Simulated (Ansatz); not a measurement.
The system is Sn.

```xyz
1
Lattice="-1.8947 1.8947 1.8947 1.8947 -1.8947 1.8947 1.8947 1.8947 -1.8947" Properties=species:S:1:pos:R:3 pbc="T T T"
Sn    0.0000    0.0000    0.0000
```

This isn't the form of Sn at room conditions, which is tetragonal (white tin).

```yaml
Program: Ansatz 0.2.0
Task: single point
Functional: PBEsol
Potentials_or_basis: Ansatz PAW
Cutoff: "420 eV (not typed: the program's choice for these potentials)"
k_mesh: 10 × 10 × 10
Occupations: fermi-dirac, width 0.05 eV
Spin: no spin polarisation
```

On this cell: pressure -2.2 GPa; band gap on the k mesh none (metal or under the smearing width).

The same run follows on a disturbed copy (cell strained at random at fixed volume):

```
CELL_PARAMETERS angstrom
-1.87793 1.89840 1.91025
1.89462 -1.86981 1.89834
1.88740 1.87928 -1.88166
ATOMIC_POSITIONS crystal
Sn 0.00960 0.00631 0.99674
```

Q: What changes?

A: The energy (extrapolated to zero smearing) moves by -0.7 meV/atom; pressure -2.2 GPa; band gap on the k mesh none (metal or under the smearing width).

Stress tensor (GPa, compression positive):
```
-2.32  0.17  0.18
 0.17 -2.37  0.18
 0.18  0.18 -1.83
```

Caveats: the PAW data sets come from PBE, with cores solved anew for the run's functional, which leaves a small shift of forces and pressure.
